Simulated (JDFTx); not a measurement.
BN under changes of volume

One of the cells (5.959 Å³/atom); the others are scaled copies at fixed shape and fractional positions:

```xyz
2
Lattice="0.0000 1.8130 1.8130 1.8130 0.0000 1.8130 1.8130 1.8130 0.0000" Properties=species:S:1:pos:R:3 pbc="T T T"
N     0.9065    0.9065    0.9065
B     0.0000    0.0000    0.0000
```

The cell is a database's computed one.

```yaml
Program: JDFTx 1.7.0 (patched build)
Functional: PBE
Potentials_or_basis: PseudoDojo-SR-PBE-0.5-standard
Cutoff: 1143 eV
Density_cutoff: 4572 eV
k_mesh: 13 × 13 × 13
Occupations: fermi-dirac, width 0.05 eV
Spin: no spin polarisation
```

```csv
volume (Å³/atom),energy over the lowest point (meV/atom),pressure (GPa),gap on the mesh (eV)
5.602,?,?,?
5.721,10.51,15.4,4.65
5.840,2.24,6.9,4.62
5.959,0.00,-0.8,4.60
6.078,3.24,-7.8,4.57
6.198,11.48,-14.2,4.54
6.317,24.26,-20.1,4.52
```

Question: What does the run at 5.602 Å³/atom give?

Answer: Energy over the lowest point 25.40 meV/atom; pressure 24.7 GPa; gap on the mesh 4.68 eV.

Worked out: A Birch-Murnaghan fit of order 3 (a polynomial in V^(-2/3)) to the other rows has its minimum at 5.95 Å³/atom with B0 = V·E''(V) = 371 GPa and B' = 3.7. It gives 25.38 meV/atom at 5.602 Å³/atom, against the run's 25.40, and -dE/dV = 24.8 GPa, against 24.7. A straight line through the other rows of the gap, of slope -1.33 eV per unit of ln V, extrapolates to 4.68 eV, against the run's 4.68.

Energies are extrapolated to zero smearing.

Caveats: the empty levels aren't tightly converged; an odd mesh through Γ misses points on the zone boundary, where band edges often lie.
